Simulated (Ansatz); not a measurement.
The system is Ga2O3.

```
Ga O
1.0
     6.10700   -1.51855    0.00000
     6.10700    1.51855    0.00000
    -1.38599    0.00000    5.63001
Ga O
4 6
Direct
  0.34134 0.34134 0.68598
  0.65866 0.65866 0.31402
  0.90950 0.90950 0.20540
  0.09050 0.09050 0.79460
  0.50410 0.50410 0.74340
  0.49590 0.49590 0.25660
  0.82670 0.82670 0.43680
  0.17330 0.17330 0.56320
  0.83550 0.83550 0.89020
  0.16450 0.16450 0.10980
```

* Program: Ansatz 0.2.0
* Task: relaxation of cell and atoms
* Functional: PBE
* Potentials or basis: Ansatz PAW
* Cutoff: 420 eV (not typed: the program's choice for these potentials)
* k mesh: 9 × 9 × 5
* Occupations: fermi-dirac, width 0.05 eV
* Spin: no spin polarisation

At the start: volume 10.44 Å³/atom.

Q: Where does the relaxation end?

A: It ends after 9 steps and the volume is 10.96 Å³/atom (+5.0 %); space group C2/m (No. 12, to 0.05 Å).

The path:
| step | energy change (eV) | largest force (eV/Å) | volume (Å³) |
| --- | --- | --- | --- |
| 1 | 0.0000 | 0.2189 | 104.42 |
| 2 | -0.1015 | 0.1307 | 107.40 |
| 3 | -0.1165 | 0.0267 | 109.26 |
| 4 | -0.1163 | 0.0124 | 109.38 |
| 5 | -0.1165 | 0.0170 | 109.35 |
| 6 | -0.1165 | 0.0022 | 109.35 |
| 7 | -0.1460 | 0.0039 | 109.35 |
| 8 | -0.1452 | 0.0022 | 109.63 |
| 9 | -0.1464 | 0.0023 | 109.63 |

Final structure:
```xyz
10
Lattice="6.2261 -1.5418 0.0112 6.2261 1.5418 0.0112 -1.4027 0.0000 5.7076" Properties=species:S:1:pos:R:3 pbc="T T T"
Ga    3.2902    0.0000    3.9224
Ga    7.7592    0.0000    1.8075
Ga   11.0442    0.0000    1.1920
Ga    0.0052    0.0000    4.5379
O     5.2330    0.0000    4.2540
O     5.8164    0.0000    1.4759
O     9.6782    0.0000    2.5052
O     1.3713    0.0000    3.2247
O     9.1661    0.0000    5.1031
O     1.8833    0.0000    0.6268
```

Caveat: the plane-wave basis is chosen anew once the cell has moved, so the energies of steps on either side of that aren't comparable; the pressure holds a Pulay correction of +0.7 GPa for the finite cutoff.
